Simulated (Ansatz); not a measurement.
Crystal: Ag.

```xyz
1
Lattice="-1.6557 1.6557 1.6557 1.6557 -1.6557 1.6557 1.6557 1.6557 -1.6557" Properties=species:S:1:pos:R:3 pbc="T T T"
Ag    0.0000    0.0000    0.0000
```

This isn't the form of Ag at room conditions, which is fcc.

| Item | Value |
| --- | --- |
| Program | Ansatz 0.2.0 |
| Task | relaxation of cell and atoms |
| Functional | PBEsol |
| Potentials or basis | Ansatz PAW |
| Cutoff | 420 eV (not typed: the program's choice for these potentials) |
| k mesh | 11 × 11 × 11 |
| Occupations | fermi-dirac, width 0.05 eV |
| Spin | no spin polarisation |

At the start: volume 18.15 Å³/atom.

Problem. How do energy, volume and symmetry change on relaxing?

Solution. It ends after 6 steps and the volume is 16.79 Å³/atom (-7.5 %); space group Im-3m (No. 229, to 0.05 Å).

Step by step:
| step | energy change (eV) | largest force (eV/Å) | volume (Å³) |
| --- | --- | --- | --- |
| 1 | 0.0000 | 0.0000 | 18.15 |
| 2 | -0.0031 | 0.0000 | 15.67 |
| 3 | -0.0332 | 0.0000 | 16.99 |
| 4 | -0.0342 | 0.0000 | 16.82 |
| 5 | -0.0342 | 0.0000 | 16.79 |
| 6 | -0.0338 | 0.0000 | 16.79 |

Final structure:
```
Ag
1.0
    -1.61302    1.61302    1.61302
     1.61302   -1.61302    1.61302
     1.61302    1.61302   -1.61302
Ag
1
Direct
  0.00000 0.00000 0.00000
```

Caveat: the plane-wave basis is chosen anew once the cell has moved, so the energies of steps on either side of that aren't comparable; the PAW data sets come from PBE, with cores solved anew for the run's functional, which leaves a small shift of forces and pressure.
